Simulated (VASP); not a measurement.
**ICs: relaxation of the atoms with PBE**

ICs, in a box:

```
I Cs
1.0
     9.00000    0.00000    0.00000
     0.00000    9.00000    0.00000
     0.00000    0.00000   13.00000
I Cs
1 1
Cartesian
  4.5128 4.5148 4.8653
  4.5106 4.5340 8.1748
```

The cell isn't the ideal one: atoms moved at random, drawn with an rms of 0.02 Å.

```
Program                : VASP 6.6.1
Task                   : relaxation of the atoms
Functional             : PBE
Potentials or basis    : VASP PAW PBE potentials, release 64 (I, Cs_sv)
Cutoff                 : 520 eV
k mesh                 : 1 × 1 × 1
Occupations            : gaussian, width 0.01 eV
Spin                   : no spin polarisation
Further INCAR settings : ALGO = Normal; EDIFF = 1e-07; IBRION = 2; EDIFFG = -0.01; NSW = 60
```

```
Energy gained by relaxing       : 0.1 meV/atom
Ionic steps                     : 3
Gap between the frontier levels : 2.49 eV
```

The path:
```csv
step,energy change (eV),largest force (eV/Å),pressure (GPa)
1,0.0000,0.0403,0.01
2,-0.0001,0.0277,0.01
3,-0.0002,0.0009,0.00
```

Final structure:
```yaml
crystal:
  lattice:
    - [9.00000, 0.00000, 0.00000]
    - [0.00000, 9.00000, 0.00000]
    - [0.00000, 0.00000, 13.00000]
  atoms:
    - { symbol: I, position: [0.50142, 0.50162, 0.37378] }
    - { symbol: Cs, position: [0.50118, 0.50380, 0.62931] }
```

Levels at points of the mesh, in eV from the valence-band top:
| k point | band 5 | band 6 | band 7 | band 8 | band 9 | band 10 | band 11 | band 12 |
| --- | --- | --- | --- | --- | --- | --- | --- | --- |
| (0.00, 0.00, 0.00) | -8.90 | -0.21 | 0.00 | 0.00 | 2.49 | 3.92 | 3.94 | 4.20 |

Wall time 100 s on 1 thread of Intel(R) Xeon(R) 6975P-C (Granite Rapids), on a shared host, peak memory 0.95 GiB.

Caveat: spin-orbit coupling is left out, which moves the levels of the heavy elements.
